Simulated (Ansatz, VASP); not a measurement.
One calculation of SnSe, two programs

```
CELL_PARAMETERS angstrom
0.00000 3.04961 3.04961
3.04961 0.00000 3.04961
3.04961 3.04961 0.00000
ATOMIC_POSITIONS crystal
Sn 0.00000 0.00000 0.00000
Se 0.50000 0.50000 0.50000
```

Measurements of this composition are mostly on another form, of space group No. 62.

Alike in both runs: task single point; functional PBE; dispersion D4; k mesh 8 × 8 × 8; occupations fermi-dirac, width 0.05 eV; no spin polarisation.

|  | VASP | Ansatz |
| --- | --- | --- |
| version | VASP 6.6.1 | Ansatz 0.2.0 |
| potentials or method | VASP PAW PBE potentials, release 64 (Sn_d, Se) | Ansatz PAW |
| plane-wave cutoff (eV) | 520 | 420 |
| valence electrons in the cell | 20 | 30 |

Ansatz gave:

```
gap on the k mesh at the Fermi level (eV) : 0.42
least direct gap on the mesh (eV)         : 0.42
pressure (GPa)                            : -0.9
dispersion energy (meV/atom)              : -378.7
```

Task: Which values does VASP return?

Result: gap on the k mesh at the Fermi level (eV): 0.42; least direct gap on the mesh (eV): 0.42; pressure (GPa): -1.0; dispersion energy (meV/atom): -378.5.

The two sets of potentials don't hold the same shells in valence.

Caveats: spin-orbit coupling is left out, which moves the levels of the heavy elements.
